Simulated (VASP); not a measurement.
In SrO (rock salt type) the Sr atom of the primitive cell, with all its periodic images, is moved by 0.06 Å along [111].

```
Sr O
1.0
     0.00000    2.60000    2.60000
     2.60000    0.00000    2.60000
     2.60000    2.60000    0.00000
Sr O
1 1
Direct
  0.00666 0.00666 0.00666
  0.50000 0.50000 0.50000
```

All numbers below come from PBE, plane waves, standard recommended PAW potentials (VASP 6.6.1).

Cutoff 520 eV; orbitals from an earlier step on the same cell; potentials Sr_sv O; PREC = Accurate; k-mesh 4×4×4 Γ-centred; Fermi–Dirac smearing of 0.05 eV; no spin polarisation.

Task: What force results?

Result: The force on it along the displacement is -0.1091 eV/Å, a force constant of 1.82 eV/Å².

```tsv
atom	Fx (eV/Å)	Fy (eV/Å)	Fz (eV/Å)
Sr1	-0.0630	-0.0630	-0.0630
O2	0.0630	0.0630	0.0630
```

The k-mesh is modest, so these values aren't fully converged in k.
